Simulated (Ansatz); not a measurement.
Computed with DFT PBE, scalar-relativistic, plane waves, PAW (Ansatz). Settings: cutoff 420 eV, Γ-centred meshes spaced at most about 0.3 Å⁻¹, and about 0.25 Å⁻¹ or finer for metals (2π included), Gaussian smearing. No spin polarisation.

Each guess is relaxed in cell and atoms at zero pressure, on a coarse mesh first where it starts far from rest and then on a converged one. The steps can't lower the symmetry of the start, but it can rise. Energies are static (0 K, no zero-point motion).

Two unrelaxed guesses for In3Sb2As:

A.

```
CELL_PARAMETERS angstrom
4.22062 0.00000 0.00000
-2.11031 3.65516 0.00000
0.00000 0.00000 20.81856
ATOMIC_POSITIONS crystal
In 0.66667 0.33333 0.16686
In 0.66667 0.33333 0.50020
In 0.66667 0.33333 0.83353
In 0.33333 0.66667 0.00020
In 0.33333 0.66667 0.33353
In 0.33333 0.66667 0.66686
Sb 0.66667 0.33333 0.62497
Sb 0.66667 0.33333 0.95830
Sb 0.33333 0.66667 0.12497
Sb 0.33333 0.66667 0.45830
As 0.66667 0.33333 0.29164
As 0.33333 0.66667 0.79164
```

B.

```
CELL_PARAMETERS angstrom
2.98057 0.00000 0.00000
0.00000 17.20948 0.00000
0.00000 0.00000 3.13067
ATOMIC_POSITIONS crystal
In 0.00000 0.16667 0.00000
In 0.00000 0.50000 0.00000
In 0.00000 0.83333 0.00000
Sb 0.00000 0.33333 0.75000
Sb 0.00000 0.66667 0.75000
As 0.00000 0.00000 0.75000
```

Question: Which guess leads to the lower structure, and by how much?

Answer: A ends lower, by 231 meV/atom. A: P6_3mc at 26.8 Å³/atom → P6_3mc at 34.2 Å³/atom; B: Pmm2 at 26.8 Å³/atom → Pmm2 at 28.0 Å³/atom. Counting As or Sb atoms around In (for each partner element, those within 1.25 times its shortest distance or 1.15 times the sum of covalent radii, where it is the nearest in units of that sum or under 1.3), the end of A has In 4 and the end of B has In 2. The end of B holds Sb–Sb nets (shortest 3.04 Å); in the end of A the shortest Sb–Sb distance is 4.58 Å. End of A. Conventional cell: a = 4.578 Å, c = 22.590 Å. In on its first site has 1 As at 2.69 Å and 3 Sb at 2.84 Å; Sb on its first site is surrounded by 4 In at 2.84–2.87 Å; around As lie 4 In at 2.69–2.76 Å; 3 more sites not described. End of B. Conventional cell: a = 3.037 Å, b = 18.157 Å, c = 3.045 Å. Around In on a site of symmetry m lie 1 As at 2.87 Å, 4 In at 3.04–3.05 Å and 1 Sb at 3.15 Å; around Sb lie 4 Sb at 3.04–3.05 Å and 2 In at 3.11–3.15 Å; As is surrounded by 2 In at 2.87 Å and 4 As at 3.04–3.05 Å; 1 more site not described.

Ends held by symmetry can be saddle points. Neither end is the lowest form computed: that has Sb and As ordered on zinc blende sites, space group P3m1 (No. 156) and lies 10 meV/atom below the better end. Spin–orbit coupling, which can matter for Sb, is left out. Some types were kept out of the candidates beforehand, so the set may lack a known form.
